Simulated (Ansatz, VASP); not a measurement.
**Two plane-wave programs on PbS**

```
Pb S
1.0
     2.11266    1.21975    3.45192
    -2.11266    1.21975    3.45192
     0.00000   -2.43949    3.45192
Pb S
1 1
Direct
  0.98057 0.98057 0.98057
  0.47504 0.47504 0.47504
```

The cell is a database's computed one.

Alike in both runs: functional PBEsol; k mesh 8 × 8 × 8; occupations fermi-dirac, width 0.05 eV; no spin polarisation.

|  | VASP | Ansatz |
| --- | --- | --- |
| version | VASP 6.6.1 | Ansatz 0.2.0 |
| potentials or method | VASP PAW PBE potentials, release 64 (Pb_d, S) | Ansatz PAW |
| plane-wave cutoff (eV) | 520 | 420 |
| valence electrons in the cell | 20 | 20 |
| task | single point | band structure |

Ansatz gave:

| Item | Value |
| --- | --- |
| gap on the k mesh at the Fermi level (eV) | 0.35 |
| least direct gap on the mesh (eV) | 0.35 |
| pressure (GPa) | -2.0 |
| rms of the force components (eV/Å) | 0.004 |

**Question.** What did VASP give for the same quantities?

**Answer.** gap on the k mesh at the Fermi level (eV): 0.35; least direct gap on the mesh (eV): 0.35; pressure (GPa): -2.1; rms of the force components (eV/Å): 0.004.

Atom by atom the forces differ by 0.000 eV/Å (rms over components). With one functional, cell and mesh, what is left measures potentials, basis and numerics.

Caveats: spin-orbit coupling is left out, which as a rule narrows the gap of such compounds by several tenths of an eV; the PAW data sets were made with another functional, which shifts forces and pressure a little (VASP); the PAW data sets come from PBE, with cores solved anew for the run's functional, which leaves a small shift of forces and pressure (Ansatz).
